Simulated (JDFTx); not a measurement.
Runs of JDFTx 1.7.0 (patched build) on Ga. Symmetry: Pm-3m, No. 221, cubic system. The conventional cell has a = 2.716 Å, b = 2.716 Å, c = 2.716 Å, α = 90.00°, β = 90.00°, γ = 90.00°. Ga (site symmetry m-3m) is surrounded by 6 Ga at 2.72 Å. The cell was built by a generator and needn't be a form met in nature.

```tsv
level	gap on the mesh (eV)	pressure (GPa)	relaxed volume (Å³/atom)
AM05	none	0.0	(b)
RPBE	none	0.0	20.37
PBEsol	none	0.0	18.74
TPSS	none	0.0	19.16
LDA	none	0.0	17.89
BLYP	none	0.0	21.08
r2SCAN	none	0.0	18.41
SCAN	none	0.0	17.89
revPBE	none	0.0	(a)
```

Alike in all rows: task relaxation of cell and atoms; potentials or basis SG15-PBE-1.2 with smoothed tails; no spin polarisation; cell relaxed; k mesh 5 × 5 × 5; cutoff (eV) 1088; smearing fermi-dirac 0.05 eV; the mesh is coarse, so values aren't converged.

Task: Estimate the missing entries.

Result: (a) 20.21; (b) 18.64.

Caveats: all runs use coarse meshes; the potentials were made for another functional, which shifts forces and pressure; the plane waves are those of the starting cell, so after so large a change of volume the result is rough (some runs).

A k mesh can miss the band edges, and the runs leave out spin-orbit coupling on Ga.

A gap of «none» marks a metal or a gap under the smearing width.

Runs at the PBE level aren't shown here.
